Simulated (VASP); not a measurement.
# TiAl (P-6m2) in VASP: single point with PBEsol

Aim: the single point of TiAl with PBEsol.

Program: VASP 6.6.1. These are calculated values, not measurements. Logs are shortened: lines on timing, memory, paths and dates and some standing lists are left out, and cuts for length are marked.

### Step 1. Starting point

The structure is hexagonal, space group P-6m2 (No. 187). Conventional cell: a = 2.848 Å, b = 2.848 Å, c = 4.619 Å, α = 90.00°, β = 90.00°, γ = 120.00°. Ti (site symmetry -6m2) is surrounded by 6 Al at 2.83 Å and 6 Ti at 2.85 Å. Al (site symmetry -6m2) has 6 Ti at 2.83 Å and 6 Al at 2.85 Å as nearest neighbours.

The cell comes from a database or a generator and needn't be the stable form of this composition.

### Step 2. Single point, PBEsol

File INCAR:

```
PREC = Accurate
ENCUT = 520
EDIFF = 1E-6
ISMEAR = 0
SIGMA = 0.1
LREAL = False
LASPH = True
NELM = 100
ALGO = Fast
ISIF = 2
LWAVE = False
LCHARG = False
GGA = PS
NBANDS = 14
```

File KPOINTS:

```
regular mesh
0
Gamma
  18 18 10
```

File POSCAR:

```
TiAl
1.0
    2.8475335181      0.0000000029      0.0000000000
   -1.4237667615      2.4660363634      0.0000000000
    0.0000000000      0.0000000000      4.6192521812
Ti Al
1 1
Direct
    0.0000000000      0.0000000000      0.0000000000
    0.3333333333      0.6666666667      0.5000000000
```

Potentials or basis: VASP PAW PBE potentials, release 64 (Ti_sv, Al).

On the command line:

```
$ cat potpaw_PBE.64/Ti_sv/POTCAR potpaw_PBE.64/Al/POTCAR > POTCAR
$ mpirun -np 1 vasp_std > vasp.out
```

OUTCAR:

```text
PREC = Accurate
   ENCUT = 520
   EDIFF = 1E-6
   ISMEAR = 0
   LREAL = False
   LASPH = True
   NELM = 100
   ISIF = 2
   GGA = PS

 ion  position               nearest neighbor table
   1  0.000  0.000  0.000-   2 2.83   2 2.83   2 2.83   2 2.83   2 2.83   2 2.83
   2  0.333  0.667  0.500-   1 2.83   1 2.83   1 2.83   1 2.83   1 2.83   1 2.83

  LATTYP: Found a hexagonal cell.
 ALAT       =     2.8475335181
 C/A-ratio  =     1.6221941381

  Lattice vectors:

 A1 = (   2.8475335181,   0.0000000029,   0.0000000000)
 A2 = (  -1.4237667615,   2.4660363634,   0.0000000000)
 A3 = (   0.0000000000,   0.0000000000,   4.6192521812)

Analysis of symmetry for initial positions (statically):
=====================================================================
 Subroutine PRICEL returns:
 Original cell was already a primitive cell.

 Routine SETGRP: Setting up the symmetry group for a
 hexagonal supercell.

 Subroutine GETGRP returns: Found 12 space group operations
 (whereof 12 operations were pure point group operations)
 out of a pool of 24 trial point group operations.

The static configuration has the point symmetry D_3h.

Analysis of symmetry for dynamics (positions and initial velocities):
=====================================================================
 Subroutine PRICEL returns:
 Original cell was already a primitive cell.

 Routine SETGRP: Setting up the symmetry group for a
 hexagonal supercell.

 Subroutine GETGRP returns: Found 12 space group operations
 (whereof 12 operations were pure point group operations)
 out of a pool of 24 trial point group operations.

The dynamic configuration has the point symmetry D_3h.

 Subroutine INISYM returns: Found 12 space group operations
 (whereof 12 operations are pure point group operations),
 and found     1 'primitive' translations

----------------------------------------------------------------------------------------

                                     Primitive cell

  volume of cell :      32.4369

  direct lattice vectors                    reciprocal lattice vectors
     2.847533518  0.000000003  0.000000000     0.351181116  0.202754512  0.000000000
    -1.423766762  2.466036363  0.000000000    -0.000000000  0.405509024  0.000000000
     0.000000000  0.000000000  4.619252181     0.000000000  0.000000000  0.216485258

  length of vectors
     2.847533518  2.847533518  4.619252181     0.405509024  0.405509024  0.216485258

  position of ions in fractional coordinates (direct lattice)
     0.000000000  0.000000000  0.000000000
     0.333333333  0.666666667  0.500000000

  ion indices of the primitive-cell ions
   primitive index   ion index
                 1           1
                 2           2

----------------------------------------------------------------------------------------

 KPOINTS: regular mesh

Automatic generation of k-mesh.
 Grid dimensions read from file:
 generate k-points for:   18   18   10

 Generating k-lattice:

  Cartesian coordinates                     Fractional coordinates (reciprocal lattice)
     0.019510062  0.011264140  0.000000000     0.055555556 -0.000000000  0.000000000
    -0.000000000  0.022528279  0.000000000     0.000000000  0.055555556  0.000000000
     0.000000000  0.000000000  0.021648526     0.000000000  0.000000000  0.100000000

  Length of vectors
     0.022528279  0.022528279  0.021648526

  Shift w.r.t. Gamma in fractional coordinates (k-lattice)
     0.000000000  0.000000000  0.000000000

 Subroutine IBZKPT returns following result:
 ===========================================

 Found    222 irreducible k-points:

 Following reciprocal coordinates:
            Coordinates               Weight
  0.000000  0.000000  0.000000      1.000000
  0.055556  0.000000  0.000000      6.000000
  0.111111  0.000000  0.000000      6.000000
  0.166667  0.000000  0.000000      6.000000
  0.222222  0.000000  0.000000      6.000000
  0.277778  0.000000  0.000000      6.000000
[... 16 lines left out ...]
  0.333333  0.111111  0.000000     12.000000
  0.388889  0.111111  0.000000     12.000000
 [... further k-points ...]
   k-points           NKPTS =    222   k-points in BZ     NKDIM =    222   number of bands    NBANDS=     14
   number of dos      NEDOS =    301   number of ions     NIONS =      2
   total plane-waves  NPLWV =  20736
   dimension x,y,z NGX =    24 NGY =   24 NGZ =   36
   dimension x,y,z NGXF=    48 NGYF=   48 NGZF=   72
   ions per type =               1   1
   NGX,Y,Z   is equivalent  to a cutoff of  14.01, 14.01, 12.96 a.u.
   NGXF,Y,Z  is equivalent  to a cutoff of  28.02, 28.02, 25.91 a.u.
 SYSTEM =  unknown system
   PREC   = accura    normal or accurate (medium, high low for compatibility)
   ISTART =      0    job   : 0-new  1-cont  2-samecut
   ICHARG =      2    charge: 1-file 2-atom 10-const
   ISPIN  =      1    spin polarized calculation?
   LNONCOLLINEAR =      F non collinear calculations
   LSORBIT =      F    spin-orbit coupling
   LASPH  =      T    aspherical Exc in radial PAW
   ENCUT  =  520.0 eV  38.22 Ry    6.18 a.u.   5.29  5.29  8.59*2*pi/ulx,y,z
   NELM   =    100;   NELMIN=  2; NELMDL= -5     # of ELM steps
   EDIFF  = 0.1E-05   stopping-criterion for ELM
   LREAL  =      F    real-space projection
   EDIFFG = 0.1E-04   stopping-criterion for IOM
   NSW    =      0    number of steps for IOM
   IBRION =     -1    ionic relax: 0-MD 1-quasi-New 2-CG
   NFREE  =      0    steps in history (QN), initial steepest desc. (CG)
   ISIF   =      2    stress and relaxation
   ISYM   =      2    0-nonsym 1-usesym 2-fastsym
   POTIM  = 0.5000    time-step for ionic-motion
   TEBEG  =    0.0;   TEEND  =   0.0 temperature during run
   PSTRESS=    0.0 pullay stress
   NELECT =      15.0000    total number of electrons
   NUPDOWN=      -1.0000    fix difference up-down
   EMIN   =  10.00;   EMAX   =-10.00  energy-range for DOS
   EFERMI =   0.00;   METHOD = LEGACY
   ISMEAR =     0;   SIGMA  =   0.10  broadening in eV -4-tet -1-fermi 0-gaus
   EFERMI_NEDOS =   21; number of points for ismear=-14 and -15
   IALGO  =     68    algorithm
   IMIX   =      4    mixing-type and parameters
     AMIX     =   0.40;   BMIX     =  1.00
     AMIX_MAG =   1.60;   BMIX_MAG =  1.00
  volume/ion in A,a.u.               =      16.22       109.45
  Fermi-wavevector in a.u.,A,eV,Ry     =   1.265975  2.392347 21.805970  1.602694
  Thomas-Fermi vector in A             =   2.399200
   LORBIT       =      0    0 simple, 1 ext, 2 COOP (PROOUT), +10 PAW based schemes
   GGA     = PS    functional components
   LHFCALC =     F    Hartree Fock is set to
   AEXX    =    0.0000 exact exchange contribution
   IVDW    =     0    specifies the selected vdW correction
   LEPSILON=     F    determine dielectric tensor
   LRPA    =     F    only Hartree local field effects (RPA)
 non-spin polarized calculation
 RMM-DIIS sequential band-by-band and
 Gauss-broadening in eV      SIGMA  =   0.10
  energy-cutoff  :      520.00
  volume of cell :       32.44
 maximum number of plane-waves:       888
 NGX is ok and might be reduce to    24
   NGX = 11   NGY = 11   NGZ = 17

 number of electron      15.0000005 magnetization

 Free energy of the ion-electron system (eV)
  ---------------------------------------------------
  ext. energy  EPLUGINS =         0.00000000
  ---------------------------------------------------
  free energy    TOTEN  =       -12.93961222 eV

  energy without entropy =      -12.92694606  energy(sigma->0) =      -12.93327914

 E-fermi :   8.0340     XC(G=0): -11.1464

 val. band max:        8.0339543219   @ k =   0.2778   0.1111   0.5000
 cond. band min:       8.0340636468   @ k =   0.3333   0.3333   0.3000
 fundamental gap:      0.0001093250
 Fermi energy:         8.0339983842

 k-point     1 :       0.0000    0.0000    0.0000
  band No.  band energies     occupation
      1     -48.1967      2.00000
      2     -24.6253      2.00000
      3     -24.1760      2.00000
      4     -24.1760      2.00000
      5      -0.9948      2.00000
      6       5.7282      2.00000
      7       6.2509      2.00000
      8       9.3448      0.00000
      9       9.3448      0.00000
     10      10.8697      0.00000
     11      10.8697      0.00000
     12      12.1347      0.00000
     13      21.0630      0.00000
     14      21.0630      0.00000

 k-point     2 :       0.0556    0.0000    0.0000
  band No.  band energies     occupation
      1     -48.1935      2.00000
      2     -24.6222      2.00000
      3     -24.1954      2.00000
      4     -24.1804      2.00000
      5      -0.9167      2.00000
      6       5.8139      2.00000
      7       6.2577      2.00000
      8       9.2671      0.00000
      9       9.4095      0.00000
     10      10.8473      0.00000
     11      10.8885      0.00000
     12      12.1529      0.00000
     13      19.7717      0.00000
     14      20.3184      0.00000

 k-point     3 :       0.1111    0.0000    0.0000
  band No.  band energies     occupation
      1     -48.1845      2.00000
      2     -24.6133      2.00000
      3     -24.2511      2.00000
      4     -24.1929      2.00000
      5      -0.6839      2.00000
      6       6.0599      2.00000
      7       6.2769      2.00000
      8       9.0547      0.00000
      9       9.5998      0.00000
     10      10.7832      0.00000
     11      10.9472      0.00000
     12      12.2032      0.00000
     13      17.9138      0.00000
     14      19.3941      0.00000
[... 324 lines left out ...]
 k-point    23 :       0.3333    0.1111    0.0000
  band No.  band energies     occupation
      1     -48.1001      2.00000
      2     -24.7141      2.00000
      3     -24.5305      2.00000
      4     -24.3450      2.00000
      5       2.8015      2.00000
      6       6.5409      2.00000
      7       6.8192      2.00000
      8       7.5635      2.00000
      9       9.7686      0.00000
     10      10.9727      0.00000
     11      12.2326      0.00000
     12      12.4626      0.00000
     13      13.5354      0.00000
     14      14.5633      0.00000

 k-point    24 :       0.3889    0.1111    0.0000
  band No.  band energies     occupation
      1     -48.0914      2.00000
      2     -24.7595      2.00000
      3     -24.5220      2.00000
      4     -24.3609      2.00000
      5       3.7718      2.00000
      6       6.0648      2.00000
      7       6.5838      2.00000
      8       7.2468      2.00000
      9       9.6435      0.00000
     10      11.2170      0.00000
     11      12.2276      0.00000
     12      12.7868      0.00000
     13      13.6949      0.00000
     14      14.7164      0.00000

 [... further k-points ...]
[... 5 lines left out ...]
  --------------------------------------------------------------------------------------
  -------------------------------------------------------------------------------------
  Total        0.0094285      0.0094285      0.0328867      0.0000000      0.0000000      0.0000000
  in kB        0.4657055      0.4657055      1.6243912      0.0000000      0.0000000      0.0000000
  external PRESSURE =       0.8519340 kB  Pullay stress =       0.0000000 kB

 VOLUME and BASIS-vectors are now :
 -----------------------------------------------------------------------------
  energy-cutoff  :      520.00
  volume of cell :       32.44
      direct lattice vectors                 reciprocal lattice vectors
     2.847533518  0.000000003  0.000000000     0.351181116  0.202754512  0.000000000
    -1.423766762  2.466036363  0.000000000    -0.000000000  0.405509024  0.000000000
     0.000000000  0.000000000  4.619252181     0.000000000  0.000000000  0.216485258

 POSITION                                       TOTAL-FORCE (eV/Angst)
 -----------------------------------------------------------------------------------
      0.00000      0.00000      0.00000        -0.000000     -0.000000      0.000000
     -0.00000      1.64402      2.30963         0.000000      0.000000      0.000000
 -----------------------------------------------------------------------------------
    total drift:                                0.000000     -0.000000      0.000000

  FREE ENERGIE OF THE ION-ELECTRON SYSTEM (eV)
  ---------------------------------------------------
  free  energy   TOTEN  =       -12.9396122198 eV

  energy  without entropy=      -12.9269460623  energy(sigma->0) =      -12.93327914
```

Wall time 70 s (1 thread of Intel Xeon 6975P-C (Granite Rapids), shared host); peak memory 0.23 GiB.

What came out:

* Free energy: -12.9396 eV
* Pressure: 0.1 GPa
* Band gap on the k mesh: none (metal or under the smearing width)

Levels at points of the mesh, in eV from the Fermi level:
```tsv
k point	band 4	band 5	band 6	band 7	band 8	band 9	band 10	band 11
(0.00, 0.00, 0.00)	-32.21	-9.03	-2.31	-1.78	1.31	1.31	2.84	2.84
(0.50, 0.00, 0.00)	-32.35	-3.76	-2.82	-1.58	-1.01	2.14	4.08	4.23
(0.00, 0.00, 0.50)	-32.21	-8.09	-5.32	-0.42	1.32	1.32	2.75	2.75
(0.50, 0.00, 0.50)	-32.35	-3.72	-2.40	-1.86	0.58	0.98	1.93	3.08
```

Caveat: the PAW data sets were made with another functional, which shifts forces and pressure a little.
